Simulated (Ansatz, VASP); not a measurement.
One calculation of FeSi2, two programs

Contents of INCAR:

```
SYSTEM = FeSi2
PREC = Accurate ; ENCUT = 520
EDIFF = 1E-7 ; ISMEAR = -1
SIGMA = 0.1 ; LREAL = .FALSE.
LASPH = .TRUE. ; NELM = 80
ALGO = Fast ; ISIF = 2
LWAVE = .FALSE. ; LCHARG = .TRUE.
GGA = PS ; LELF = .TRUE.
LVHAR = .TRUE. ; NBANDS = 25
```

File KPOINTS:

```
Automatic mesh
0
G
  10 5 5
  0 0 0
```

POSCAR

```
FeSi2
1.0
    2.6900000000      0.0000000000      0.0000000000
    0.0000000000      5.3800000000      0.0000000000
    0.0000000000      0.0000000000      5.0800000000
Fe Si
2 4
Direct
    0.0000000000      0.0000000000      0.0000000000
    0.0000000000      0.5000000000      0.0000000000
    0.5000000000      0.2500000000      0.2700000000
    0.5000000000      0.7500000000      0.2700000000
    0.5000000000      0.2500000000      0.7300000000
    0.5000000000      0.7500000000      0.7300000000
```

Input for Ansatz:

```yaml
crystal:
  lattice:
    - [2.69, 0.0, 0.0]
    - [0.0, 5.38, 0.0]
    - [0.0, 0.0, 5.08]
  atoms:
    - { symbol: Fe, position: [0.0, 0.0, 0.0] }
    - { symbol: Fe, position: [0.0, 0.5, 0.0] }
    - { symbol: Si, position: [0.5, 0.25, 0.27] }
    - { symbol: Si, position: [0.5, 0.75, 0.27] }
    - { symbol: Si, position: [0.5, 0.25, 0.73] }
    - { symbol: Si, position: [0.5, 0.75, 0.73] }
hamiltonian:
  xc: pbesol
  pseudopotentials: { kind: paw }
basis:
  ecutwfc: 420
kpoints:
  mp_grid: { grid: [10, 5, 5] }
scf:
  occupations: { method: fermi_dirac, width: 0.1 }
  lower_state_search: "off"
output:
  forces: true
  stress: true
```

Alike in both runs: task single point; functional PBEsol; k mesh 10 × 5 × 5; occupations fermi-dirac, width 0.1 eV; no spin polarisation.

|  | VASP | Ansatz |
| --- | --- | --- |
| version | VASP 6.6.1 | Ansatz 0.2.0 |
| potentials or method | VASP PAW PBE potentials, release 64 (Fe, Si) | PAW, plane waves, scalar-relativistic |
| plane-wave cutoff (eV) | 520 | 420 |
| valence electrons in the cell | 32 | 48 |

VASP gave:

- pressure (GPa): 0.2
- largest component of the traceless stress (GPa): 1.77
- rms of the force components (eV/Å): 0.111

**Question.** Which values does Ansatz return?

**Answer.** Pressure (GPa): -0.3; largest component of the traceless stress (GPa): 1.72; rms of the force components (eV/Å): 0.101.

Atom by atom the forces differ by 0.009 eV/Å (rms over components). The two sets of potentials don't hold the same shells in valence.

Caveats: the PAW data sets were made with another functional, which shifts forces and pressure a little (VASP). Spin polarisation is off, so any magnetic state and its effect on volume and gap are missing.
